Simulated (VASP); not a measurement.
Here is a VASP 6.6.1 calculation.

Contents of INCAR:

```
PREC     = Accurate       # precision mode
ENCUT    = 520            # plane-wave cutoff, eV
EDIFF    = 1E-6           # SCF threshold, eV
ISMEAR   = 0              # smearing method
SIGMA    = 0.02           # smearing width, eV
LREAL    = F              # projectors in reciprocal space
LASPH    = T              # aspherical terms in the spheres
NELM     = 100            # most SCF steps
ALGO     = Fast           # electronic algorithm
ISIF     = 2              # what is computed and relaxed
LWAVE    = F              # write WAVECAR
LCHARG   = F              # write CHGCAR
GGA      = PE             # functional
NBANDS   = 26             # bands
```

File KPOINTS:

```
Automatic mesh
0
Gamma
  8 6 6
```

The input POSCAR:

```
CdS
1.0
    4.1325118972      0.0000000000      0.0000000000
    0.0000000000      5.8442543966      0.0000000000
    0.0000000000      0.0000000000      4.2477401360
Cd S
2 2
Direct
    0.0000000000     -0.0029854406      0.0000058500
    0.5000000000      0.4970145594      0.5000058500
    0.5000000000      0.2529854406      0.0000058500
    0.0000000000      0.7529854406      0.5000058500
```

Potentials or basis: VASP PAW PBE potentials, release 64 (Cd, S).

Command:

```sh
$ cat potpaw_PBE.64/Cd/POTCAR potpaw_PBE.64/S/POTCAR > POTCAR
$ mpirun -np 1 vasp_std > vasp.out
```

Task: Predict the pressure.

Result: 1.1 GPa.

Task: What does it give for the band gap on the k mesh?

Result: 1.03 eV.

Forces on the atoms (eV/Å):
```
Cd   0.000 -0.003  0.000
Cd   0.000 -0.003  0.000
S    0.000  0.003  0.000
S    0.000  0.003  0.000
```

A hybrid or GW would open this gap; PBE tends to underestimate it.
